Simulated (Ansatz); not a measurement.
# HgTe (Coloradoite) (F-43m) in Ansatz: settings compared

One crystal, HgTe (Coloradoite), is run at these levels: PBEsol, PBE; tasks: phonons, elastic constants.

All numbers are computed with Ansatz 0.2.0; they aren't measurements. Logs are shortened: lines on timing, memory, paths and dates and some standing lists are left out, and cuts for length are marked.

## 1. The structure

Symmetry: F-43m, No. 216, cubic system. Conventional cell: a = 6.429 Å, b = 6.429 Å, c = 6.429 Å, α = 90.00°, β = 90.00°, γ = 90.00°. Around Hg (site symmetry -43m) lie 4 Te at 2.78 Å. Te (site symmetry -43m) has 4 Hg at 2.78 Å as nearest neighbours.

## 2. Phonons, PBEsol

Input file input.yaml:

```yaml
crystal:
  lattice:
    - [0.0, 3.2145, 3.2145]
    - [3.2145, 0.0, 3.2145]
    - [3.2145, 3.2145, 0.0]
  atoms:
    - { symbol: Hg, position: [0.0, 0.0, 0.0] }
    - { symbol: Te, position: [0.75, 0.75, 0.75] }
kpoints:
  mp_grid: { grid: [7, 7, 7] }
scf:
  occupations: { method: fermi_dirac, width: 0.05 }
hamiltonian:
  xc: pbesol
  pseudopotentials: { kind: all_electron, datasets: crystal }
output: {}
phonons:
  method: dfpt
```

Potentials or basis: all-electron PAW datasets made for the crystal.

On the command line:

```console
ansatz run input.yaml --threads 1 --pin off --max-ram 3072MiB --backend cpu --events-out ev --progress --plain --runs-dir out
```

The log of the run:

```text
Warning: RAYON_NUM_THREADS=1 ignored (pool sized by the plan → 1); use --threads N
hamiltonian.pseudopotentials.datasets: crystal makes datasets for this crystal and solves the spheres of its atoms anew in each pass: cutoff 270.0 eV, the density's 1080.0 eV; for an error of 0.50 meV an atom under PBE, 1.0 meV for the cell; an energy difference from a run of another recipe may be off by several times the error for the cell, under r2SCAN by more, where some 0.1 meV an atom stays at smaller errors; in a run that uses the all-electron wave functions in the spheres, carries its plane waves along with the cell (elastic.basis: deformed) or is on a recipe of such a run or, without exact exchange, of a hybrid, they include no finite-basis correction of the energy (for plane waves above the cutoff): energies differ from those of runs with it by up to 1.1 meV an atom at a dataset_error of 0.2 meV (4 under r2SCAN), and by more at a larger error or with an open f shell (one dataset_recipe, of a run without it, keeps both alike, but for a hybrid, which always has it); Te in spheres of 1.376 Å, 6 of its electrons in bands, 10 on its site; Hg in spheres of 1.376 Å, 12 of its electrons in bands, 8 on its site; only band paths and densities of states list, in semicore columns, the levels of the semicore shells that are solved separately: 4d of Te, 5s of Hg, 5p of Hg
zone centre: on kpoints.mp_grid the ground state, and the responses unless they are solved on pairs of k-points, stand on 40 of the mesh's 343 k-points, reduced under 8 symmetry operations, with k and −k counted as one. Each operation leaves every solved displacement unchanged or reverses it
Engine: ansatz 0.2.0, aarch64-unknown-linux-gnu
Pseudopotentials: kind: all_electron
Pseudopotential: Hg, paw, valence charge 20, recommended cutoff 270 eV (normal), crystal/all_electron/pbesol/scalar/gaussian/Hg, Koelling and Harmon's equation, gaussian nucleus
Pseudopotential: Te, paw, valence charge 16, recommended cutoff 270 eV (normal), crystal/all_electron/pbesol/scalar/gaussian/Te, Koelling and Harmon's equation, gaussian nucleus
Functional definition: PBEsol
  exchange = pbesol_x
  correlation = pbesol_c
Crystal: 2 atoms, lattice volume = 66.431 Å³
Basis set: ecut = 270 eV, 645 PW (Γ), exchange–correlation on 50×50×50 points (8 copies of the dense FFT grid, shifted against one another)
Bands: 13, of which v1, the nominal top of the filled ones, is band 9 counted from 1 (8 counted from 0)
Symmetry: 24 space group operations
k-points: 40 of 343 (irreducible under 8 space group operations, time reversal used)
Non-local potential: Hg, projectors of the file, l = 0: 1, l = 1: 1, l = 2: 2
Non-local potential: Te, projectors of the file, l = 0: 1, l = 1: 1
PAW form: soft (Blöchl's): semilocal exchange-correlation on the pseudo side does not see the compensation charge
PAW one-centre angular grid: Hg, 590 points (default); XC on its mesh's 1813 points in the sphere
PAW one-centre angular grid: Te, 110 points (default); XC on its mesh's 1857 points in the sphere
Initial density: superposition of atomic densities (neutral atoms: chi_scale 0, normalization atom)
Initial wavefunctions: pseudopotential atomic-orbital guess
Functional: x = pbesol(κ = 0.804, μ = 0.12345679012345678), c = pbesol(β = 0.046)
iter 1 solved again at ethr=5.08e-3 eV; its pass at ethr=1.00e-1 eV (dr2=9.14e-1 eV) is discarded
SCF iter   1: F=—  HF=-718490.870647 eV  |F-HF|=—  |Δ(HF+E_count)|=         —  Δρ=2.51e-2  dr2=7.48e-1  ethr=5.08e-3  ⟨swp⟩=4.1  Hψ=3214  notcnv=0
preconditioner: auto → none  [insulator: Δε(μ)=0.769 eV  Ē_g=10.124 eV  σ=0.050 eV  W_gap=0.69  n_scr=14 (ndim 8)  ℏωp=19.3 eV  f_vac=0.016  D(μ)=0.08/eV (n_scr^D=0)  ε∞_Penn≈4.6]
iter 2 solved again at ethr=3.74e-4 eV; its pass at ethr=4.16e-3 eV (dr2=6.74e-2 eV) is discarded
SCF iter   2: F=—  HF=-718490.673301 eV  |F-HF|=—  |Δ(HF+E_count)|=   1.97e-1  Δρ=1.04e-2  dr2=6.90e-2  ethr=3.74e-4  ⟨swp⟩=2.0  Hψ=2487  notcnv=0
SCF iter   3: F=—  HF=-718490.649399 eV  |F-HF|=—  |Δ(HF+E_count)|=   2.39e-2  Δρ=4.00e-3  dr2=1.10e-2  ethr=3.74e-4  ⟨swp⟩=3.0  Hψ=1418  notcnv=0
SCF iter   4: F=—  HF=-718490.646383 eV  |F-HF|=—  |Δ(HF+E_count)|=   3.02e-3  Δρ=3.94e-4  dr2=5.91e-5  ethr=6.11e-5  ⟨swp⟩=2.5  Hψ=1226  notcnv=0
SCF iter   5: F=—  HF=-718490.646295 eV  |F-HF|=—  |Δ(HF+E_count)|=   8.86e-5  Δρ=1.59e-4  dr2=2.55e-5  ethr=3.28e-7  ⟨swp⟩=3.3  Hψ=1239  notcnv=0
SCF iter   6: F=—  HF=-718490.646278 eV  |F-HF|=—  |Δ(HF+E_count)|=   1.67e-5  Δρ=3.56e-5  dr2=9.24e-7  ethr=1.41e-7  ⟨swp⟩=3.0  Hψ=1274  notcnv=0
SCF iter   7: F=—  HF=-718490.646278 eV  |F-HF|=—  |Δ(HF+E_count)|=   2.37e-7  Δρ=5.16e-6  dr2=3.78e-8  ethr=5.13e-9  ⟨swp⟩=3.0  Hψ=1173  notcnv=0
SCF iter   8: F=—  HF=-718490.646278 eV  |F-HF|=—  |Δ(HF+E_count)|=   1.92e-8  Δρ=1.42e-6  dr2=3.23e-9  ethr=2.10e-10  ⟨swp⟩=2.9  Hψ=1228  notcnv=0
SCF iter   9: F=—  HF=-718490.646278 eV  |F-HF|=—  |Δ(HF+E_count)|=   1.16e-9  Δρ=2.67e-7  dr2=9.87e-11  ethr=1.80e-11  ⟨swp⟩=3.0  Hψ=998  notcnv=0
SCF iter  10: F=-718490.646278 eV  HF=-718490.646278 eV  |F-HF|=0.00e0  |Δ(HF+E_count)|=  1.16e-10  Δρ=2.63e-8  dr2=6.05e-13  ethr=1.00e-12  ⟨swp⟩=3.0  Hψ=964  notcnv=0
2 of the run's printed levels, from 17.62 eV on, may lie off, as they stand: their residual norms reach 0.0014 eV (residual_norms_ev in the JSON report holds each one's)
SCF 1 converged in 10 iterations: F = -718490.646278 eV  dr2 = 6.05e-13
the response reads at least the filled bands of the reference SCF and the lowest empty band at each k-point, and that SCF's band table does not vouch for those bands. The notice of the band table in this run's record says why
DFPT response loops at Γ: preconditioner auto → Kerker (q_TF=auto, 2.195 Å⁻¹) (partly filled bands, converged f_vac=0.030); β = 1.00, the filter's whole step (`scf.mixing.beta` (0.50) is not read by the response loops under this deck's `scf.mixing.preconditioner`; to damp them name `kerker` or `kerker_dos`, under which they read `scf.mixing.beta`, and type it under 1.00, their step now; both keys bind the ground state too); Broyden in place of MSR1
SCF converged after 10 iterations
Free energy (F): -718490.646278 eV
Harris-Foulkes:  -718490.646278 eV  (|F-HF|=0.00e0)
Internal energy: -718490.645594 eV  (E = F + TS)
E sigma→0 (E₀):  -718490.645936 eV
Entropy (-TS):   -0.000684 eV (-0.342 meV/atom)
Past the cutoff: waves up to 1.5 times it would add -0.000180 eV an atom, which no energy here includes
By the cutoff:   a pressure is off by up to 0.009 GPa (6 times that energy over an atom's volume, and 0.004 GPa: a bound that held against runs at twice the plane waves)
Past the cutoffs: a stress includes 0.0011 GPa for waves and charges beyond them
In the spheres:  the bands' charges fall short by 1.5e-6 e at most (sound up to 1e-3), those of shells solved beside the bands by 3.6e-7 e (sound up to 5e-4)
Fermi energy:    11.034381 eV
--- Per-component energies (eV) ---
  E_band       = 87.852858
  E_kinetic    = 233.381939
  E_local      = -4642.093560  (includes V_loc(G=0)·N_el)
  E_nonlocal   = 346.382824
  E_hartree    = 2220.182408
  E_xc         = -164.786309
  E_vxc        = -187.153443  (∫ρ·V_xc dr)
  E_paw        = -724513.228304  (= ΣΔE_a)
  E_vpaw       = -12075.602683  (= ΣTr[D̂ρ^β])
  E_ewald      = -3943.057611
  E_smearing   = -0.000684  (= −TS)
  E_closure    = 11972.573018  (closes the sum)
  Σ components = -718490.646278   (vs F -718490.646278, Δ=0.00e0)
  The terms above E_closure are by the made datasets' own strengths, without shells solved beside the bands.
--- Band table (eV; the first three rows and the last of 40) ---
  k-point 0: bands = ["-1.1483", "3.5539", "3.5539", "3.5539", "4.1090", "4.1090", "10.2318", "10.9941", "10.9941", "10.9941", "15.1630", "15.1630", "15.1630"]
  k-point 1: bands = ["-1.0446", "3.5826", "3.5826", "3.5909", "4.1061", "4.1061", "8.8874", "10.7616", "10.7616", "11.7056", "15.0980", "15.4642", "15.4642"]
  k-point 2: bands = ["-0.7971", "3.6407", "3.6407", "3.7771", "4.1100", "4.1100", "7.1236", "10.3180", "10.3180", "11.7916", "15.8915", "15.8915", "16.2027"]
  k-point 39: bands = ["-0.3584", "3.7670", "3.8279", "4.0366", "4.0936", "4.6816", "5.4178", "8.0134", "8.7561", "13.8088", "15.3465", "16.5957", "17.4825"]
--- Phonons (Γ-DFPT): 2 representative perturbations + reference, on 40 of 343 k-points (Σ response iterations 28) ---
  k mesh reduced under 8 symmetry operations, with k and −k counted as one. Each operation leaves every solved displacement unchanged or reverses it
  ASR residual: 1.122e-4 → 0.000e0 eV/Å²; symmetrization residual: 1.311e-5 eV/Å²
  ASR residual per site (eV/Å²): 1.12e-4 3.67e-6
  Γ frequencies (cm⁻¹): 0.00 0.00 0.00 118.65 118.65 118.65
  non-analytic LO–TO correction: not included (Born effective charges unavailable; polar crystals: no LO–TO splitting at Γ)
```

second_order_force_constants.tsv:

```text
# format = ansatz-second-order-force-constants/2
# a1_ang = 0e0 3.2145e0 3.2145e0
[... 47 lines left out ...]
0	1	0	0	0	1	-4.03718061397898e0	8.414516322357457e-30	-2.8398992587956425e-29	8.414516322357459e-30	-4.03718061397898e0	3.57616943700192e-29	-2.8398992587956425e-29	3.57616943700192e-29	-4.03718061397898e0
1	0	0	0	0	0	-4.03718061397898e0	8.414516322357459e-30	-2.8398992587956425e-29	8.414516322357457e-30	-4.03718061397898e0	3.57616943700192e-29	-2.8398992587956425e-29	3.57616943700192e-29	-4.03718061397898e0
1	1	0	0	0	1	4.03718061397898e0	-8.414516322357459e-30	2.8398992587956425e-29	-8.414516322357457e-30	4.03718061397898e0	-3.57616943700192e-29	2.8398992587956425e-29	-3.57616943700192e-29	4.03718061397898e0
```

It took 75 s on 1 thread of Arm Neoverse V1, shared host; peak memory 0.64 GiB.

What came out:

```
Free energy                   : -718490.6463 eV
Band gap on the k mesh        : none (metal or under the smearing width)
Highest phonon frequency at Γ : 119 cm⁻¹
```

Phonon frequencies in cm⁻¹ (negative: imaginary):
| q point | frequencies |
| --- | --- |
| (0.000, 0.000, 0.000) | 0 0 0 119 119 119 |

Caveat: a metal's response needs a denser mesh; the program warned that the printed levels may be off, so bands, gaps and densities of states are rough.

## 3. Elastic constants, PBE

Input file input.yaml:

```yaml
crystal:
  lattice:
    - [0.0, 3.2145, 3.2145]
    - [3.2145, 0.0, 3.2145]
    - [3.2145, 3.2145, 0.0]
  atoms:
    - { symbol: Hg, position: [0.0, 0.0, 0.0] }
    - { symbol: Te, position: [0.75, 0.75, 0.75] }
kpoints:
  mp_grid: { grid: [5, 5, 5] }
scf:
  occupations: { method: fermi_dirac, width: 0.05 }
hamiltonian:
  xc: pbe
  pseudopotentials: { kind: all_electron, lapw: { basis_error: 0.002 } }
output:
  forces: true
  stress: true
elastic:
  mode: clamped_ion
  stencil: two_point
```

Potentials or basis: all-electron LAPW, scalar-relativistic.

On the command line:

```console
ansatz run input.yaml --threads 1 --pin off --max-ram 3072MiB --backend cpu --events-out ev --progress --plain --runs-dir out
```

The log of the run:

```text
Warning: RAYON_NUM_THREADS=1 ignored (pool sized by the plan → 1); use --threads N
LAPW: plane waves up to 8.283 Å⁻¹, error target 2.0e-3 eV per atom; small_component_spin mean_spin; Te in spheres of 1.333 Å, 24 of its electrons in bands, Dirac shells []; Hg in spheres of 1.368 Å, 44 of its electrons in bands, Dirac shells [] (how accurate: hamiltonian.pseudopotentials.lapw.basis_error, Limitations)
[... 2 set-up lines as earlier in the session ...]
Pseudopotential: Hg, LAPW, valence charge 44, lapw/all_electron/scalar/gaussian/Hg, Koelling and Harmon's equation, gaussian nucleus
Pseudopotential: Te, LAPW, valence charge 24, lapw/all_electron/scalar/gaussian/Te, Koelling and Harmon's equation, gaussian nucleus
Functional definition: PBE
  parameter kappa = 0.804
  parameter beta = 0.06672455060314922
  exchange = pbe_x(kappa = kappa, mu = beta*pi^2/3)
  correlation = pbe_c(beta = beta)
Crystal: 2 atoms, lattice volume = 66.431 Å³
Basis set: ecut = 261.4265785943988 eV, 609 PW (Γ), exchange–correlation at level 2
Bands: 41, of which v1, the nominal top of the filled ones, is band 34 counted from 1 (33 counted from 0)
[... 116 lines left out ...]
        53.472     53.472     63.200      0.000      0.000      0.000
        -0.000     -0.000     -0.000     43.688      0.000     -0.000
        -0.000     -0.000     -0.000      0.000     43.688      0.000
         0.000     -0.000      0.000      0.000      0.000     43.688
  reference stress σ⁰ (GPa):     -4.711     -4.711     -4.711     -0.000      0.000      0.000
  no Pulay correction (none for the plane-wave cutoff is built on LAPW): the batch's stresses and constants are at fixed plane waves
  C* (energy form; C + prestress term) asymmetry max|C*_kj − C*_jk| = 7.105e-15 GPa — a small one proves nothing (zero by symmetry where the batch's group is 432, −43m or m−3m); a large one is finite-difference/SCF noise where every solve meets its electron count
  moduli (Voigt/Reuss/Hill, GPa): K = 56.71/56.71/56.71   G = 28.16/10.42/19.29   E = 51.97   ν = 0.347
  mechanically stable: yes (min eigenvalue of sym C = 9.73 GPa)
  where every solve meets its electron count the energy-path curvature estimates C_jj along a normal strain and C_jj − ¼(σ⁰_aa + σ⁰_bb) along a shear (ab), closely only under elastic.basis: deformed
  strain η (Voigt 11):  stress-route row diagonal C_11 = 63.20 GPa, energy-path curvature d²(F+E_count)/dδ²/Ω₀ = 63.20 GPa
         δ    σ_11 (GPa)             F (eV)   n_scf  n_hpsi   n_pw
    -2.000e-3      -4.8379     -718714.4305895       7   20880    647
     2.000e-3      -4.5851     -718714.4384033       7   20868    647
  strain η (Voigt 23):  stress-route row diagonal C_44 = 43.69 GPa, energy-path curvature d²(F+E_count)/dδ²/Ω₀ = 46.04 GPa
         δ    σ_23 (GPa)             F (eV)   n_scf  n_hpsi   n_pw
    -2.000e-3      -0.0874     -718714.4345106       8   34129    647
     2.000e-3       0.0874     -718714.4345106       8   34145    647
```

elastic_members.tsv:

```text
# convention: tension-positive GPa; Voigt order 11 22 33 23 13 12; engineering shear strains; stresses and constants hold the Pulay correction, whose part of sigma0, of c and of each member's stress the lines and columns named pulay_correction_..._gpa give (of c_energy it is that of c and, on the columns of strains 1 to 3, that of sigma0; of a layer's constants it is that of c in the plane, times a tenth of its plane spacing in ang); where a line pulay_correction_withheld stands none holds it
[... 14 lines left out ...]
3	2.0000000000e-3	-4.7114805390e0	-4.7115665846e0	-4.7115665846e0	8.7376280515e-2	1.3896667098e-16	3.4741667746e-16	-7.1871443451e5	-7.1871443374e5	8	34145	647	nan	nan	0.0000000000e0	nan	nan	nan	nan	nan	nan	nan	0.0000000000e0
```

Wall time 89 s (1 thread of Arm Neoverse V1, shared host); peak memory 0.32 GiB.

What came out:

```yaml
Free_energy: -718714.4345 eV
Pressure: 4.7 GPa
Band_gap_on_the_k_mesh: none (metal or under the smearing width)
Clamped-ion_elastic_constants_C11_C12_C44: 63, 53, 44 GPa
Voigt_bulk_modulus: 57 GPa
```

Levels at points of the mesh, in eV from the Fermi level:
```
           k point  band 30  band 31  band 32  band 33  band 34  band 35  band 36  band 37  band 38  band 39
(0.00, 0.00, 0.00)    -6.94    -6.94    -0.72    -0.03    -0.03    -0.03     4.18     4.18     4.18     6.43
```

Elastic tensor in Voigt notation (GPa, ions clamped, in the Cartesian axes of the cell as first typed):
```
63 53 53  0  0  0
53 63 53  0  0  0
53 53 63  0  0  0
 0  0  0 44  0  0
 0  0  0  0 44  0
 0  0  0  0  0 44
```

Caveat: the k mesh is thin for a metal, which can move the energy by tens of meV per atom; a metal's response needs a denser mesh; the cell is more than 3 GPa from zero pressure, which shifts response properties; elastic constants of metals need much finer meshes, so these are rough.
